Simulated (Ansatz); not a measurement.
InAs: phonons with PBEsol

**Measured values to compare with.**

A printed reference work, data compilation reports, for a bulk crystal of InAs at 4.2 K: band gap 0.418 eV (direct).

The system is InAs.

```
In As
1.0
     0.00000    3.01800    3.01800
     3.01800    0.00000    3.01800
     3.01800    3.01800    0.00000
In As
1 1
Direct
  0.00000 0.00000 0.00000
  0.75000 0.75000 0.75000
```

```yaml
Program: Ansatz 0.2.0
Task: phonons
Functional: PBEsol
Potentials_or_basis: all-electron LAPW, scalar-relativistic
Cutoff: 305 eV (chosen from the basis error)
Basis_error_allowed: 0.001 eV/atom
k_mesh: 6 × 6 × 6
Occupations: fermi-dirac, width 0.05 eV
Spin: no spin polarisation
```

The band gap on the k mesh is none (metal or under the smearing width). The highest phonon frequency at Γ is 213 cm⁻¹.

Levels at points of the mesh, in eV from the Fermi level:
| k point | band 19 | band 20 | band 21 | band 22 | band 23 | band 24 | band 25 | band 26 |
| --- | --- | --- | --- | --- | --- | --- | --- | --- |
| (0.00, 0.00, 0.00) | -11.96 | -0.30 | -0.04 | -0.04 | -0.04 | 3.83 | 3.83 | 3.83 |
| (0.00, 0.00, -0.50) | -10.46 | -5.87 | -1.04 | -1.04 | 0.85 | 4.60 | 4.60 | 6.69 |
| (0.00, -0.50, -0.50) | -9.91 | -5.94 | -2.40 | -2.40 | 1.40 | 1.95 | 9.07 | 9.22 |

Phonon frequencies in cm⁻¹ (negative: imaginary):
```tsv
q point	frequencies
(0.000, 0.000, 0.000)	0 0 0 213 213 213
```

Run time: 55 s on 1 thread of Arm Neoverse V1, with other jobs on the host, peak memory 0.38 GiB.

Against the measured gap of InAs, 0.418 eV (direct; 4.2 K; a printed reference work, data compilation), the calculated 0.00 eV is off by -0.42 eV. Spin-orbit coupling on As, In is left out. The value is that of PBEsol on a finite k mesh, which can miss the band edges, without temperature or zero-point motion. Semilocal functionals fall short of measured gaps as a rule.

Caveat: the k mesh is thin for a metal, which can move the energy by tens of meV per atom; a metal's response needs a denser mesh; this crystal is a semiconductor, whose small gap the functional closes, so the metal is an error of the method.
